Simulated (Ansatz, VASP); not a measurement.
One calculation of BAs, two programs

INCAR

```
ALGO = Normal
EDIFF = 1E-8
ENCUT = 520
GGA = PE
ISIF = 2
ISMEAR = -1
LASPH = True
LCHARG = False
LEFG = True
LREAL = False
LWAVE = False
NBANDS = 11
NELM = 100
PREC = Accurate
SIGMA = 0.03
```

Contents of KPOINTS:

```
k-points
0
Gamma
  15 15 15
```

POSCAR

```
BAs
1.0
    0.0000000000      2.4199312360      2.4199312360
    2.4199312360      0.0000000000      2.4199312360
    2.4199312360      2.4199312360      0.0000000000
B As
1 1
Direct
    0.0000000000      0.0000000000      0.0000000000
    0.7500000000      0.7500000000      0.7500000000
```

Input for Ansatz:

```yaml
crystal:
  lattice:
    - [0.0, 2.419931236, 2.419931236]
    - [2.419931236, 0.0, 2.419931236]
    - [2.419931236, 2.419931236, 0.0]
  atoms:
    - { symbol: B, position: [0.0, 0.0, 0.0] }
    - { symbol: As, position: [0.75, 0.75, 0.75] }
kpoints:
  mp_grid: { grid: [15, 15, 15] }
scf:
  occupations: { method: fermi_dirac, width: 0.03 }
hamiltonian:
  xc: pbe
  pseudopotentials: { kind: all_electron, datasets: crystal }
output:
  forces: true
  stress: true
  eigenvalues: true
  efg: { contact_densities: true }
```

Change from the starting cell: volume scaled by 1.04, crystal datasets.

Alike in both runs: task electric field gradients; functional PBE; k mesh 15 × 15 × 15; occupations fermi-dirac, width 0.03 eV; no spin polarisation.

```csv
,VASP,Ansatz
version,VASP 6.6.1,Ansatz 0.2.0
potentials or method,"VASP PAW PBE potentials, release 64 (B, As)","all-electron PAW with datasets made for the crystal, scalar-relativistic"
plane-wave cutoff (eV),520,see its input
```

Ansatz gave:

* gap on the k mesh at the Fermi level (eV): 1.23
* pressure (GPa): -2.4
* Vzz of the field gradient on the site that differs most (V/Å²): 0.0

Q: Estimate VASP's values.

A: gap on the k mesh at the Fermi level (eV): 1.22; pressure (GPa): -1.9; Vzz of the field gradient on the site that differs most (V/Å²): 0.0.

Ansatz ran all-electron here, so the differences hold the error of VASP's frozen core and of both bases.

Caveats: an odd mesh through Γ misses points on the zone boundary, where band edges often lie.
